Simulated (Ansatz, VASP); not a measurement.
## WC: VASP beside Ansatz

```
W C
1.0
     0.00000    2.15443    2.15443
     2.15443    0.00000    2.15443
     2.15443    2.15443    0.00000
W C
1 1
Direct
  0.00000 0.00000 0.00000
  0.50000 0.50000 0.50000
```

Alike in both runs: task relaxation of cell and atoms; functional LDA; k mesh 17 × 17 × 17; occupations fermi-dirac, width 0.1 eV; no spin polarisation.

|  | VASP | Ansatz |
| --- | --- | --- |
| version | VASP 6.6.1 | Ansatz 0.2.0 |
| potentials or method | VASP PAW LDA potentials, release 64 (W_sv, C) | PAW with Ansatz's default frozen-core files, scalar-relativistic |
| plane-wave cutoff (eV) | 600 | 420 |
| valence electrons in the cell | 18 | 18 |

|  | VASP | Ansatz | Ansatz less VASP |
| --- | --- | --- | --- |
| relaxed volume (Å³/atom) | 10.16 | 10.10 | -0.058 |
| relaxed cell length with the largest relative difference (Å) | 3.063 | 3.057 | -0.0058 |
| energy change over the relaxation (meV/atom) | -3 | -1 | +1.9 |

Caveats: the bands computed are all filled at some k points, so no gap is given. Spin-orbit coupling is left out, which matters for the levels of W.
